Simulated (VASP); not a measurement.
Input of a VASP 6.6.1 run:

Contents of INCAR:

```
SYSTEM = Rb
  PREC = Accurate
  ENCUT = 600
  EDIFF = 1E-7
  ISMEAR = 1
  SIGMA = 0.1
  LREAL = .False.
  LASPH = .True.
  NELM = 80
  ALGO = Normal
  ISIF = 2
  LWAVE = .False.
  LCHARG = .False.
  GGA = PE
  IVDW = 12
  IBRION = 2
  NSW = 40
  EDIFFG = -0.01
```

Contents of KPOINTS:

```
Automatic mesh
0
Gamma
  10 10 10
  0 0 0
```

File POSCAR:

```
Rb                                      
1.0
   -2.7798648906      2.7798648906      2.7798648906
    2.7798648906     -2.7798648906      2.7798648906
    2.7798648906      2.7798648906     -2.7798648906
  Rb            
     1
Direct
     0.0000000000000000    0.0000000000000000    0.0000000000000000
```

Potentials or basis: VASP PAW PBE potentials, release 64 (Rb_sv).

Launch:

```bash
$ cat potpaw_PBE.64/Rb_sv/POTCAR > POTCAR
$ mpirun -np 1 vasp_std > vasp.out
```

(1) Estimate the band gap on the k mesh.

(2) What does it give for the dispersion energy per atom?

Answers

(1) none (metal or under the smearing width).

(2) -0.108 eV.

Caveat: the relaxation stopped at its first step, so nothing moved.
